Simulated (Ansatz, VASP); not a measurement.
**Ge5H4 (Ge wire along [110], 15 atoms a period, H-terminated) in two plane-wave programs**

Wanted: the spread between two codes on one cell, functional and k mesh. The structure shown is the start of the Ansatz relaxation below; VASP solves that cell, so the two are compared at the walk's first step.

Method: plane waves, with VASP 6.6.1 beside it; single point at PBE, in Ansatz 0.2.0.

### 1. Starting point

The cell holds 27 atoms: 15 Ge and 12 H. Cell: a = 17.241 Å, b = 17.493 Å, c = 4.073 Å, α = 90.0°, β = 90.0°, γ = 90.0°. Vacuum lies along a and b. The structure's axis is c.

### 2. Ansatz: relaxation, PBE

Ansatz runs on its PAW soft_1 files.

The two programs are compared at the cell with which this relaxation starts, whose forces are those of its first step.

File input.yaml:

```yaml
crystal:
  lattice:
    - [17.241, 0.0, 0.0]
    - [0.0, 17.493, 0.0]
    - [0.0, 0.0, 4.0729350596]
  atoms:
    - { symbol: Ge, position: [0.416487815, 0.383593563, 0.0] }
    - { symbol: H, position: [0.447769851, 0.805655945, 0.0] }
    - { symbol: Ge, position: [0.500009653, 0.267177423, 0.0] }
    - { symbol: Ge, position: [0.500009653, 0.500009703, 0.0] }
    - { symbol: Ge, position: [0.750575165, 0.383593563, 0.0] }
    - { symbol: H, position: [0.802814967, 0.310779599, 0.0] }
    - { symbol: H, position: [0.802814967, 0.456407527, 0.0] }
    - { symbol: H, position: [0.197204338, 0.500009703, 0.187268604] }
    - { symbol: Ge, position: [0.24944414, 0.500009703, 0.5] }
    - { symbol: H, position: [0.280726176, 0.310779599, 0.5] }
    - { symbol: H, position: [0.280726176, 0.689239806, 0.5] }
    - { symbol: Ge, position: [0.332965978, 0.383593563, 0.5] }
    - { symbol: Ge, position: [0.332965978, 0.616425842, 0.5] }
    - { symbol: Ge, position: [0.58353149, 0.267177423, 0.5] }
    - { symbol: Ge, position: [0.58353149, 0.732841982, 0.5] }
    - { symbol: Ge, position: [0.58353149, 0.500009703, 0.5] }
    - { symbol: H, position: [0.635771292, 0.19436346, 0.5] }
    - { symbol: H, position: [0.635771292, 0.805655945, 0.5] }
    - { symbol: Ge, position: [0.667053328, 0.383593563, 0.5] }
    - { symbol: Ge, position: [0.667053328, 0.616425842, 0.5] }
    - { symbol: H, position: [0.197204338, 0.500009703, 0.812731396] }
    - { symbol: Ge, position: [0.416487815, 0.616425842, 0.0] }
    - { symbol: H, position: [0.447769851, 0.19436346, 0.0] }
    - { symbol: Ge, position: [0.500009653, 0.732841982, 0.0] }
    - { symbol: Ge, position: [0.750575165, 0.616425842, 0.0] }
    - { symbol: H, position: [0.802814967, 0.689239806, 0.0] }
    - { symbol: H, position: [0.802814967, 0.543611878, 0.0] }
kpoints:
  mp_grid: { grid: [1, 1, 20] }
scf:
  occupations: { method: fermi_dirac, width: 0.05 }
hamiltonian:
  xc: pbe
  pseudopotentials: { kind: paw, azcp: { folder: soft_1 } }
relax:
  cell: { fix: [a, b, alpha, beta, gamma] }
  max_steps: 45
  f_tol: 0.03
```

Command:

```
$ ansatz run input.yaml --threads 4 --pin off --max-ram 16384MiB --backend cpu --events-out ev --progress --plain --runs-dir out
```

Numbers of over 12 decimals in the logs are rounded to 6 here.

The log of the run:

```text
Engine: ansatz 0.2.0, aarch64-unknown-linux-gnu
Pseudopotentials: kind: paw
Pseudopotential: Ge, paw, valence charge 14, recommended cutoff 420 eV (normal), soft_1/Ge.paw.azcp
Pseudopotential: H, paw, valence charge 1, recommended cutoff 420 eV (normal), soft_1/H.paw.azcp
Functional definition: PBE
  parameter kappa = 0.804
  parameter beta = 0.066725
  exchange = pbe_x(kappa = kappa, mu = beta*pi^2/3)
  correlation = pbe_c(beta = beta)
Crystal: 27 atoms, lattice volume = 1228.384 Å³
Basis set: ecut = 420 eV, 23999 PW (Γ), exchange–correlation on 240×240×60 points (8 copies of the dense FFT grid, shifted against one another)
Bands: 138, of which v1, the nominal top of the filled ones, is band 111 counted from 1 (110 counted from 0)
Symmetry: 4 space group operations
Space group: Pmm2 (ITA 25), of the structure as read, at distance tolerance 1.1e-4 Å
k-points: 11 of 20
Non-local potential: Ge, projectors of the file, l = 0: 2, l = 1: 2, l = 2: 3, l = 3: 1
Non-local potential: H, projectors of the file, l = 0: 2, l = 1: 1
PAW form: soft (Blöchl's): semilocal exchange-correlation on the pseudo side does not see the compensation charge
PAW one-centre angular grid: Ge, 590 points (default); XC on 64 Gauss nodes
PAW one-centre angular grid: H, 110 points (default); XC on 64 Gauss nodes
Initial density: superposition of atomic densities (neutral atoms: chi_scale 0, normalization atom)
Initial wavefunctions: pseudopotential atomic-orbital guess
Functional: x = pbe(κ = 0.804, μ = 0.219515), c = pbe(β = 0.066725)
SCF iter   1: F=—  HF=-64615.209898 eV  |F-HF|=—  |Δ(HF+E_count)|=         —  Δρ=3.29e-2  dr2=1.12e1  ethr=3.10e-3  ⟨swp⟩=6.9  Hψ=6146  notcnv=0  defer=18
preconditioner: auto → Resta (q_TF=auto, 2.051 Å⁻¹)  ε∞=1.5  [insulator: Δε(μ)=1.425 eV  Ē_g=21.812 eV  σ=0.050 eV  W_gap=1.00  n_scr=190 (ndim 8)  ℏωp=15.8 eV  f_vac=0.574  D(μ)=0.00/eV (n_scr^D=0)  ε∞_Penn≈1.5  vacuum switching on, ρ_ref=3.5e-2 e/Å³]
SCF iter   2: F=—  HF=-64612.758435 eV  |F-HF|=—  |Δ(HF+E_count)|=    2.45e0  Δρ=1.43e-2  dr2=2.50e0  ethr=3.10e-3  ⟨swp⟩=3.0  Hψ=2180  notcnv=0  defer=209
SCF iter   3: F=—  HF=-64612.727018 eV  |F-HF|=—  |Δ(HF+E_count)|=   3.14e-2  Δρ=5.34e-3  dr2=3.01e0  ethr=1.13e-3  ⟨swp⟩=3.9  Hψ=2381  notcnv=0  defer=204
SCF iter   4: F=—  HF=-64612.197579 eV  |F-HF|=—  |Δ(HF+E_count)|=   5.29e-1  Δρ=1.60e-3  dr2=3.22e-2  ethr=1.13e-3  ⟨swp⟩=3.4  Hψ=1950  notcnv=0  defer=196
SCF iter   5: F=—  HF=-64612.200192 eV  |F-HF|=—  |Δ(HF+E_count)|=   2.61e-3  Δρ=6.14e-4  dr2=2.96e-3  ethr=1.45e-5  ⟨swp⟩=2.4  Hψ=1888  notcnv=0  defer=196
SCF iter   6: F=—  HF=-64612.201377 eV  |F-HF|=—  |Δ(HF+E_count)|=   1.18e-3  Δρ=1.68e-4  dr2=8.34e-4  ethr=1.33e-6  ⟨swp⟩=2.0  Hψ=2541  notcnv=0  defer=196
SCF iter   7: F=—  HF=-64612.201431 eV  |F-HF|=—  |Δ(HF+E_count)|=   5.39e-5  Δρ=7.07e-5  dr2=3.57e-4  ethr=3.76e-7  ⟨swp⟩=2.0  Hψ=1587  notcnv=0  defer=196
SCF iter   8: F=—  HF=-64612.201393 eV  |F-HF|=—  |Δ(HF+E_count)|=   3.82e-5  Δρ=3.03e-5  dr2=1.12e-5  ethr=1.61e-7  ⟨swp⟩=2.0  Hψ=1538  notcnv=0  defer=196
SCF iter   9: F=—  HF=-64612.201652 eV  |F-HF|=—  |Δ(HF+E_count)|=   2.60e-4  Δρ=1.27e-5  dr2=1.80e-6  ethr=5.04e-9  ⟨swp⟩=2.0  Hψ=1846  notcnv=0  defer=198
SCF iter  10: F=—  HF=-64612.201654 eV  |F-HF|=—  |Δ(HF+E_count)|=   1.84e-6  Δρ=3.94e-6  dr2=4.52e-7  ethr=8.12e-10  ⟨swp⟩=2.0  Hψ=2541  notcnv=0  defer=198
SCF iter  11: F=-64612.201654 eV  HF=-64612.201654 eV  |F-HF|=6.12e-8  |Δ(HF+E_count)|=   8.24e-8  Δρ=1.37e-6  dr2=8.27e-8  ethr=4.50e-11  ⟨swp⟩=3.0  Hψ=4711  notcnv=0
SCF 1 converged in 11 iterations: F = -64612.201654 eV  dr2 = 8.27e-8
  greatest PAW one-centre occupation: 0.998 electrons in one spin orbital (limit 2), on the Ge atom at site 8 (counted from 0), in its partial waves of l = 2
relax step   1: F+E_penalty+E_count = -64612.20165405 eV  Δ(F+E_penalty+E_count) = +0.000e0 eV  max|allowed force component| = 4.016e-1 eV/Å  Δτ_max = 0.0000 Å  P = -0.353 GPa  Ω = 1228.384 Å³  fix = [a, b, alpha, beta, gamma]  reactions: a -0.561, b -0.350 GPa  (11 SCF iters, dr2 threshold 1.00e-7 eV, accepted)
[...]
relax step   7: F+E_penalty+E_count = -64612.45040107 eV  Δ(F+E_penalty+E_count) = -5.861e-4 eV  max|allowed force component| = 3.810e-3 eV/Å  Δτ_max = 0.0105 Å  P = -0.002 GPa  Ω = 1234.164 Å³  energy of the carried Pulay correction = -8.560e-4 eV  fix = [a, b, alpha, beta, gamma]  reactions: a -0.003, b -0.002 GPa  (6 SCF iters, dr2 threshold 1.79e-7 eV, accepted)
[...]
relax step   8: F+E_penalty+E_count = -64612.45126509 eV  Δ(F+E_penalty+E_count) = -8.640e-4 eV  max|allowed force component| = 3.806e-3 eV/Å  Δτ_max = 0.0000 Å  P = -0.001 GPa  Ω = 1234.164 Å³  fix = [a, b, alpha, beta, gamma]  reactions: a -0.002, b -0.002 GPa  stress off target by 1.68e-3 GPa on what of the cell is left free  SCF on the basis re-selected at this cell (its energy is not comparable with the rows above)  (7 SCF iters)
basis re-selected at this cell: Δ(F+E_penalty+E_count) = -8.640e-4 eV, ΔP = +0.001 GPa vs the last step (what re-selecting the basis moved, of the pressure what is left beyond the Pulay correction that the steps carried, after the strain that the cell walked since its last selection, with what the two solves' SCF thresholds leave and, on support functions, any second-order correction that the steps lacked; it is no m [...]
SCF converged after 7 iterations
Free energy (F): -64612.451265 eV
Harris-Foulkes:  -64612.451265 eV  (|F-HF|=1.92e-8)
Internal energy: -64612.451265 eV  (E = F + TS)
E sigma→0 (E₀):  -64612.451265 eV
Entropy (-TS):   -0.000000 eV (-0.000 meV/atom)
Fermi energy:    -0.425583 eV
--- Per-component energies (eV) ---
  E_band       = -4205.783657
  E_kinetic    = 1539.315846
  E_local      = -130347.881108  (includes V_loc(G=0)·N_el)
  E_nonlocal   = 3281.267362
  E_hartree    = 63411.611575
  E_xc         = -1171.271874
  E_vxc        = -1100.772077  (∫ρ·V_xc dr)
  E_paw        = -30218.080710  (= ΣΔE_a)
  E_vpaw       = -4400.926098  (= ΣTr[D̂ρ^β])
  E_aug_tail   = -0.010929  (compensation charges beyond the density's cutoff)
  E_ewald      = 28892.598573
  E_smearing   = -0.000000  (= −TS)
  E_closure    = -0.000000  (closes the sum)
  Σ components = -64612.451265   (vs F -64612.451265, Δ=0.00e0)
--- Forces (eV/Å), atoms counted from 1 ---
  atom   1  Ge    -0.00186402    -0.00173961     0.00000000
  atom   2  H     -0.00036444    -0.00167802     0.00000000
  atom   3  Ge     0.00135683    -0.00187547    -0.00000000
  atom   4  Ge     0.00173862     0.00000000    -0.00000000
  atom   5  Ge     0.00277878     0.00125015    -0.00000000
  atom   6  H     -0.00260992     0.00231764     0.00000000
  atom   7  H     -0.00088064    -0.00251514     0.00000000
  atom   8  H     -0.00022216     0.00000000    -0.00057437
  atom   9  Ge     0.00133907     0.00000000    -0.00000000
  atom  10  H     -0.00003006     0.00013682     0.00000000
  atom  11  H     -0.00003006    -0.00013682     0.00000000
  atom  12  Ge    -0.00010254     0.00026017     0.00000000
  atom  13  Ge    -0.00010254    -0.00026017     0.00000000
  atom  14  Ge     0.00255039     0.00128251    -0.00000000
  atom  15  Ge     0.00255039    -0.00128251    -0.00000000
  atom  16  Ge     0.00216146     0.00000000    -0.00000000
  atom  17  H      0.00057454     0.00048995    -0.00000000
  atom  18  H      0.00057454    -0.00048995    -0.00000000
  atom  19  Ge    -0.00380604    -0.00003843     0.00000000
  atom  20  Ge    -0.00380604     0.00003843     0.00000000
  atom  21  H     -0.00022216     0.00000000     0.00057437
  atom  22  Ge    -0.00186402     0.00173961     0.00000000
  atom  23  H     -0.00036444     0.00167802     0.00000000
  atom  24  Ge     0.00135683     0.00187547    -0.00000000
  atom  25  Ge     0.00277878    -0.00125015    -0.00000000
  atom  26  H     -0.00260992    -0.00231764     0.00000000
  atom  27  H     -0.00088064     0.00251514     0.00000000
  max |Σ_I F_I| component: 5.87e-7 eV/Å
--- Stress (GPa, compression-positive) ---
       -0.002401       0.000000       0.000000
        0.000000      -0.002456       0.000000
        0.000000       0.000000       0.001684
  P = ⅓ Tr σ = -0.0011 GPa (-0.011 kbar)
--- Relaxed structure (7 steps of the walk, 7 accepted, 1 SCFs on fresh bases) ---
  F+E_penalty+E_count = -64612.45126509 eV   max|allowed force component| = 3.806e-3 eV/Å   (the final SCF, on the basis selected at the relaxed cell)
  cell:  # Å, volume = 1234.1638 Å³
    - [17.241, 0.0, 0.0]
    - [0.0, 17.493, 0.0]
    - [0.0, 0.0, 4.092098]
  atoms:
    - { symbol: Ge, position: [0.418624, 0.385129, 0] }
    - { symbol: H, position: [0.446689, 0.801867, 0] }
    - { symbol: Ge, position: [0.500328, 0.269670, 0] }
    - { symbol: Ge, position: [0.503125, 0.5, 0] }
    - { symbol: Ge, position: [0.746561, 0.371755, 0] }
    - { symbol: H, position: [0.785942, 0.292043, 0] }
    - { symbol: H, position: [0.812041, 0.432301, 0] }
    - { symbol: H, position: [0.199166, 0.5, 0.200966] }
    - { symbol: Ge, position: [0.253246, 0.5, 0.5] }
    - { symbol: H, position: [0.286419, 0.313174, 0.5] }
    - { symbol: H, position: [0.286419, 0.686826, 0.5] }
    - { symbol: Ge, position: [0.337152, 0.386805, 0.5] }
    - { symbol: Ge, position: [0.337152, 0.613195, 0.5] }
    - { symbol: Ge, position: [0.580348, 0.269606, 0.5] }
    - { symbol: Ge, position: [0.580348, 0.730394, 0.5] }
    - { symbol: Ge, position: [0.586477, 0.5, 0.5] }
    - { symbol: H, position: [0.632770, 0.197127, 0.5] }
    - { symbol: H, position: [0.632770, 0.802873, 0.5] }
    - { symbol: Ge, position: [0.666754, 0.382037, 0.5] }
    - { symbol: Ge, position: [0.666754, 0.617963, 0.5] }
    - { symbol: H, position: [0.199166, 0.5, 0.799034] }
    - { symbol: Ge, position: [0.418624, 0.614871, 0] }
    - { symbol: H, position: [0.446689, 0.198133, 0] }
    - { symbol: Ge, position: [0.500328, 0.730330, 0] }
    - { symbol: Ge, position: [0.746561, 0.628245, 0] }
    - { symbol: H, position: [0.785942, 0.707957, 0] }
    - { symbol: H, position: [0.812041, 0.567699, 0] }
```

Reading the cycles: dr2 is the Hartree energy of the density residual (eV), the measure of convergence; HF is the Harris–Foulkes estimate of the energy, which meets the free energy F at convergence.

(Part 1 of 2 ends here.)

[Lines on the potential files, build, host, timing and source positions are cut from VASP's logs without a mark.]

[Logs are printed without paths, hosts, clocks, repeated set-up lines and the standing remarks that a program may print on its own settings, such as how far it seeks lower states.]

[Hosts, paths, dates, database ids (printed as entryN), source tags and the programs' standing remarks are cut or masked in the printed files.]
